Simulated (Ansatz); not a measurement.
¹⁷⁹Hf nuclear quadrupole resonance in HfO₂ under strain

Cell: an entry of the Crystallography Open Database (COD), relaxed with PBE at fixed cell and then changed (z compressed by 2 %, ions relaxed).

```xyz
12
Lattice="5.1180 0.0000 0.0000 0.0000 5.1857 0.0000 -0.8587 0.0000 5.1096" Properties=species:S:1:pos:R:3 pbc="T T T"
Hf    1.2364    0.2108    1.0622
Hf    3.4522    2.8036    1.4926
Hf    3.0229    4.9749    4.0474
Hf    0.8071    2.3821    3.6170
O     1.8669    3.9368    2.4747
O     2.8217    1.3439    0.0801
O     2.3924    1.2489    2.6349
O     1.4376    3.8418    5.0295
O     0.1237    1.8322    1.6607
O     4.5650    4.4250    0.8941
O     4.1357    3.3535    3.4489
O    -0.3057    0.7607    4.2155
```

Atoms are numbered from 1 in the order listed; like atoms form one site, named after its first atom.

All values are calculated (Ansatz; DFT, PBE, plane waves and PAW, scalar-relativistic, 420 eV cutoff, Γ-centred 6×6×6 k-points, Fermi–Dirac smearing 0.02 eV), not measured.

¹⁷⁹Hf: I = 9/2, Q = 3793 mb (year-2017 value). Static lattice, zero field.

Q: The simulated lines lie at 61.2, 113.7, 172.0, 229.5 MHz. What are |C_Q|, η and |V_zz| at Hf?

A: For I = 9/2 and η = 0 the lines are |C_Q|/24 times 1, 2, 3 and 4; η shifts the lowest up most. Here |C_Q| = 1378 MHz, η = 0.09 and |V_zz| = 15.02 × 10²¹ V/m². The calculation gives V_zz positive; the lines don't show the sign. The site has 7 O at 2.04–2.21 Å.

Without spin–orbit coupling the gradients at and beside Hf can be off by some per cent, at some sites by more. At this changed cell the PBE pressure is 8 GPa.
